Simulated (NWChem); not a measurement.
# doublet C3H6O+ at 3 levels

We compute a comparison of 3 runs (UHF/cc-pVDZ, UPBE/cc-pVDZ, UMP2/cc-pVDZ) of doublet C3H6O+. 

The calculation is run with NWChem 7.3.0.

1 further run of the same task is left out (set aside as unsound or not needed). Runs told in other sessions of the task aren't counted.

## 1. The structure to begin with

C3H6O+ has 10 atoms, charge +1, and is taken as a doublet. SMILES of the parent species: `CCC=O`. Geometry: relaxed at PBE0-D4/def2-TZVP. That shape belongs to the parent species and isn't relaxed for this state.

Bond lengths: C1–C2 1.524 Å, C2–C3 1.499 Å, C3–O4 1.200 Å, C1–H5 1.091 Å, C1–H6 1.093 Å, C1–H7 1.092 Å, C2–H8 1.091 Å, C2–H9 1.098 Å, C3–H10 1.115 Å. Some angles: C1–C2–C3 111.5°, C2–C3–O4 125.2°, C1–C2–H8 112.1°, C1–C2–H9 109.4°, C3–C2–H8 108.7°, C3–C2–H9 106.9°, C2–C1–H5 110.8°, C2–C1–H6 111.3°, C2–C1–H7 111.1°, C2–C3–H10 114.5°.

## 2. The energy at UHF/cc-pVDZ (run 1)

run.py

```python
from ase import Atoms
from ase.calculators.nwchem import NWChem

mol = Atoms(['C', 'C', 'C', 'O', 'H', 'H', 'H', 'H', 'H', 'H'], positions=[
    [-0.707700, 0.551310, 0.734520],
    [0.009990, -0.611320, 0.059310],
    [0.904630, -0.138160, -1.046290],
    [0.876860, -0.536860, -2.177460],
    [-1.291210, 0.203260, 1.587990],
    [0.002580, 1.297550, 1.100060],
    [-1.389300, 1.048470, 0.041120],
    [-0.687970, -1.346680, -0.344940],
    [0.650120, -1.119310, 0.792320],
    [1.632020, 0.651720, -0.746620],
])

calc = NWChem(
    label='test',
    theory='scf',
    memory='2200 mb',
    basis='cc-pVDZ',
    basispar='spherical bse',
    charge=1,
    scf={'nopen': '1', 'uhf': None, 'thresh': '1e-08', 'maxiter': '80'},
    task='energy',
)
mol.calc = calc

print("Total energy (eV):", round(mol.get_potential_energy(), 6))
```

Started as:

```console
export ASE_NWCHEM_COMMAND="nwchem PREFIX.nwi > PREFIX.nwo"
python run.py
```

Log:

```text
Total energy (eV): -5215.036021
```

The calculator wrote test.nwi:

```
title "test"

permanent_dir test

scratch_dir test

start test

geometry units angstrom nocenter noautosym noautoz
  C  -7.0770000000000000e-01 5.5130999999999997e-01 7.3451999999999995e-01
  C  9.9900000000000006e-03 -6.1131999999999997e-01 5.9310000000000002e-02
  C  9.0463000000000005e-01 -1.3816000000000001e-01 -1.0462899999999999e+00
  O  8.7685999999999997e-01 -5.3686000000000000e-01 -2.1774600000000000e+00
  H  -1.2912100000000000e+00 2.0326000000000000e-01 1.5879900000000000e+00
  H  2.5799999999999998e-03 1.2975500000000000e+00 1.1000600000000000e+00
  H  -1.3893000000000000e+00 1.0484700000000000e+00 4.1119999999999997e-02
  H  -6.8796999999999997e-01 -1.3466800000000001e+00 -3.4494000000000002e-01
  H  6.5012000000000003e-01 -1.1193100000000000e+00 7.9232000000000002e-01
  H  1.6320200000000000e+00 6.5171999999999997e-01 -7.4661999999999995e-01
end

charge 1

memory 2200 mb

basis spherical bse noprint
   * library cc-pVDZ
end

scf
  nopen 1
  uhf
  thresh 1e-08
  maxiter 80
end

task scf energy
```

test.nwo:

```text
Northwest Computational Chemistry Package (NWChem) 7.3.0
             --------------------------------------------------------

           Job information
           ---------------

    nwchem branch   = 7.3.0
    use scalapack   = T
    input           = test.nwi
    prefix          = test.
    data base       = test/test.db
    status          = startup
    nproc           =        1

           Memory information
           ------------------

[... 5 lines left out ...]
    hardfail = no
[... 38 lines left out ...]
            Nuclear Dipole moment (a.u.)
[... 92 lines left out ...]
 2-e energy   =     167.863804
[... 17 lines left out ...]
  ga_iter_lsolve: convergence stagnant ... aborting solve
[... 13 lines left out ...]
      One electron energy =   -483.167968381124
[... 9 lines left out ...]
          Final alpha eigenvalues
[... 275 lines left out ...]
                     UHF Final Beta Molecular Orbital Analysis
[... 264 lines left out ...]
       Multipole analysis of the density wrt the origin
       ------------------------------------------------

     L   x y z        total         alpha         beta         nuclear
     -   - - -        -----         -----         ----         -------
     0   0 0 0      1.000000    -16.000000    -15.000000     32.000000

     1   1 0 0      1.126219     -7.040661     -5.387445     13.554324
[... 8 lines of this table left out ...]
     2   0 0 2    -12.775805   -108.681015    -92.628945    188.534154

 Task  times  cpu:       92.0s     wall:       92.0s
 Total times  cpu:       92.0s     wall:       92.0s
```

It took 93 s on 1 thread of Intel Xeon Platinum 8175M at 2.50GHz (Skylake/Cascade Lake), shared host; peak memory 0.099 GiB.

## 3. A single-point energy at UPBE/cc-pVDZ (run 2)

run.py

```python
from ase import Atoms
from ase.calculators.nwchem import NWChem

system = Atoms(['C', 'C', 'C', 'O', 'H', 'H', 'H', 'H', 'H', 'H'], positions=[
    [-0.707700, 0.551310, 0.734520],
    [0.009990, -0.611320, 0.059310],
    [0.904630, -0.138160, -1.046290],
    [0.876860, -0.536860, -2.177460],
    [-1.291210, 0.203260, 1.587990],
    [0.002580, 1.297550, 1.100060],
    [-1.389300, 1.048470, 0.041120],
    [-0.687970, -1.346680, -0.344940],
    [0.650120, -1.119310, 0.792320],
    [1.632020, 0.651720, -0.746620],
])

calc = NWChem(
    label='nw',
    theory='dft',
    memory='2200 mb',
    basis='cc-pVDZ',
    basispar='spherical bse',
    charge=1,
    dft={'xc': 'xpbe96 cpbe96', 'mult': '2', 'grid': 'xfine', 'convergence': 'energy 1e-08', 'iterations': '100', 'mulliken': None},
    task='energy',
)
system.calc = calc

print("Total energy (eV):", round(system.get_potential_energy(), 6))
```

Started as:

```console
export ASE_NWCHEM_COMMAND="nwchem PREFIX.nwi > PREFIX.nwo"
python run.py
```

Log:

```text
Total energy (eV): -5239.738165
```

The calculator wrote nw.nwi:

```
title "nw"

permanent_dir nw

scratch_dir nw

start nw

geometry units angstrom nocenter noautosym noautoz
  C  -7.0770000000000000e-01 5.5130999999999997e-01 7.3451999999999995e-01
  C  9.9900000000000006e-03 -6.1131999999999997e-01 5.9310000000000002e-02
  C  9.0463000000000005e-01 -1.3816000000000001e-01 -1.0462899999999999e+00
  O  8.7685999999999997e-01 -5.3686000000000000e-01 -2.1774600000000000e+00
  H  -1.2912100000000000e+00 2.0326000000000000e-01 1.5879900000000000e+00
  H  2.5799999999999998e-03 1.2975500000000000e+00 1.1000600000000000e+00
  H  -1.3893000000000000e+00 1.0484700000000000e+00 4.1119999999999997e-02
  H  -6.8796999999999997e-01 -1.3466800000000001e+00 -3.4494000000000002e-01
  H  6.5012000000000003e-01 -1.1193100000000000e+00 7.9232000000000002e-01
  H  1.6320200000000000e+00 6.5171999999999997e-01 -7.4661999999999995e-01
end

charge 1

memory 2200 mb

basis spherical bse noprint
   * library cc-pVDZ
end

dft
  xc xpbe96 cpbe96
  mult 2
  grid xfine
  convergence energy 1e-08
  iterations 100
  mulliken
end

task dft energy
```

nw.nwo:

```text
Northwest Computational Chemistry Package (NWChem) 7.3.0
             --------------------------------------------------------

           Job information
           ---------------

    nwchem branch   = 7.3.0
    use scalapack   = T
    input           = nw.nwi
    prefix          = nw.
    data base       = nw/nw.db
    status          = startup
    nproc           =        1

           Memory information
           ------------------

[... 5 lines left out ...]
    hardfail = no
[... 38 lines left out ...]
            Nuclear Dipole moment (a.u.)
[... 89 lines left out ...]
          Convergence on density requested:  1.00D-05
[... 24 lines left out ...]
          Convergence aids based upon iterative change in
[... 31 lines left out ...]
 2-e energy   =     167.863804
[... 61 lines left out ...]
           Coulomb energy =      200.726505928268
[... 611 lines left out ...]
                     DFT Final Beta Molecular Orbital Analysis
[... 705 lines left out ...]
     Multipole analysis of the density
     ---------------------------------

     L   x y z        total         alpha         beta         nuclear
     -   - - -        -----         -----         ----         -------
     0   0 0 0      1.000000    -16.000000    -15.000000     32.000000

     1   1 0 0      0.788675     -7.042986     -5.722663     13.554324
[... 8 lines of this table left out ...]
     2   0 0 2    -12.888567   -106.631416    -94.791305    188.534154

 Task  times  cpu:      145.3s     wall:      145.3s
 Total times  cpu:      145.4s     wall:      145.4s
```

It took 2.4 min on 1 thread of Intel Xeon Platinum 8175M at 2.50GHz (Skylake/Cascade Lake), shared host; peak memory 0.14 GiB.

## 4. A single-point energy at UMP2/cc-pVDZ (run 3)

c3h6o.xyz

```xyz
10

C     -0.707700     0.551310     0.734520
C      0.009990    -0.611320     0.059310
C      0.904630    -0.138160    -1.046290
O      0.876860    -0.536860    -2.177460
H     -1.291210     0.203260     1.587990
H      0.002580     1.297550     1.100060
H     -1.389300     1.048470     0.041120
H     -0.687970    -1.346680    -0.344940
H      0.650120    -1.119310     0.792320
H      1.632020     0.651720    -0.746620
```

run.py

```python
from ase.io import read
from ase.calculators.nwchem import NWChem

mol = read('c3h6o.xyz')

calc = NWChem(
    label='c3h6o',
    theory='mp2',
    memory='2200 mb',
    basis='cc-pVDZ',
    basispar='spherical bse',
    charge=1,
    scf={'nopen': '1', 'uhf': None, 'thresh': '1e-08', 'maxiter': '80'},
    mp2={'freeze': 'core 4', 'tight': None},
    task='energy',
)
mol.calc = calc

print(f"energy = {mol.get_potential_energy():.6f} eV")
```

Started as:

```console
export ASE_NWCHEM_COMMAND="nwchem PREFIX.nwi > PREFIX.nwo"
python run.py
```

Log:

```text
energy = -5229.871708 eV
```

The calculator wrote c3h6o.nwi:

```
title "c3h6o"

permanent_dir c3h6o

scratch_dir c3h6o

start c3h6o

geometry units angstrom nocenter noautosym noautoz
  C  -7.0770000000000000e-01 5.5130999999999997e-01 7.3451999999999995e-01
  C  9.9900000000000006e-03 -6.1131999999999997e-01 5.9310000000000002e-02
  C  9.0463000000000005e-01 -1.3816000000000001e-01 -1.0462899999999999e+00
  O  8.7685999999999997e-01 -5.3686000000000000e-01 -2.1774600000000000e+00
  H  -1.2912100000000000e+00 2.0326000000000000e-01 1.5879900000000000e+00
  H  2.5799999999999998e-03 1.2975500000000000e+00 1.1000600000000000e+00
  H  -1.3893000000000000e+00 1.0484700000000000e+00 4.1119999999999997e-02
  H  -6.8796999999999997e-01 -1.3466800000000001e+00 -3.4494000000000002e-01
  H  6.5012000000000003e-01 -1.1193100000000000e+00 7.9232000000000002e-01
  H  1.6320200000000000e+00 6.5171999999999997e-01 -7.4661999999999995e-01
end

charge 1

memory 2200 mb

basis spherical bse noprint
   * library cc-pVDZ
end

scf
  nopen 1
  uhf
  thresh 1e-08
  maxiter 80
end
mp2
  freeze core 4
  tight
end

task mp2 energy
```

c3h6o.nwo:

```text
Northwest Computational Chemistry Package (NWChem) 7.3.0
             --------------------------------------------------------

           Job information
           ---------------

    nwchem branch   = 7.3.0
    use scalapack   = T
    input           = c3h6o.nwi
    prefix          = c3h6o.
    data base       = c3h6o/c3h6o.db
    status          = startup
    nproc           =        1

           Memory information
           ------------------

[... 5 lines left out ...]
    hardfail = no
[... 38 lines left out ...]
            Nuclear Dipole moment (a.u.)
[... 92 lines left out ...]
 2-e energy   =     167.863804
[... 17 lines left out ...]
  ga_iter_lsolve: convergence stagnant ... aborting solve
[... 13 lines left out ...]
      One electron energy =   -483.167968381124
[... 9 lines left out ...]
          Final alpha eigenvalues
[... 275 lines left out ...]
                     UHF Final Beta Molecular Orbital Analysis
[... 329 lines left out ...]
          ---------------------------------------------------
                    Spin Component Scaled (SCS) MP2
          Same spin pairs                     -0.130577956600
          Same spin scaling factor             0.333333333333
          Opposite spin pairs                 -0.414623483411
          Opposite spin scaling fact.          1.200000000000
          SCS-MP2 correlation energy          -0.541074165627
          Total SCS-MP2 energy              -192.190114613946
          ---------------------------------------------------

 -----------------------
 Task  times  cpu:       95.9s     wall:       95.9s
 Total times  cpu:       95.9s     wall:       95.9s
```

Wall time 98 s (1 thread of Intel Xeon Platinum 8175M at 2.50GHz (Skylake/Cascade Lake), shared host); peak memory 0.21 GiB.

## 5. Overview of the runs

```tsv
run	level	iteration cap	module	energy (Eh)	HOMO energy (eV)	LUMO energy (eV)	⟨S²⟩	wall time
1	UHF/cc-pVDZ	80	scf	-191.649040	-19.27	-6.04	0.777	93 s
2	UPBE/cc-pVDZ	100	dft	-192.556828	-14.41	-13.28	0.753	2.4 min
3	UMP2/cc-pVDZ	80	mp2	-192.194242	-19.27	-6.04	0.777	98 s
```

## 6. What came out

| quantity | value |
| --- | --- |
| run 3: total energy | -192.19424 Eh |
| run 3: HOMO energy (Hartree–Fock orbitals) (highest over α and β) | -19.27 eV |
| run 3: LUMO energy (Hartree–Fock orbitals) (lowest over α and β) | -6.04 eV |
| run 3: correlation energy (4 core orbitals frozen) | -545.2 mEh |
| run 3: ⟨S²⟩ of the reference determinant | 0.777 |

All runs together took 5.6 min, the longest 2.4 min.
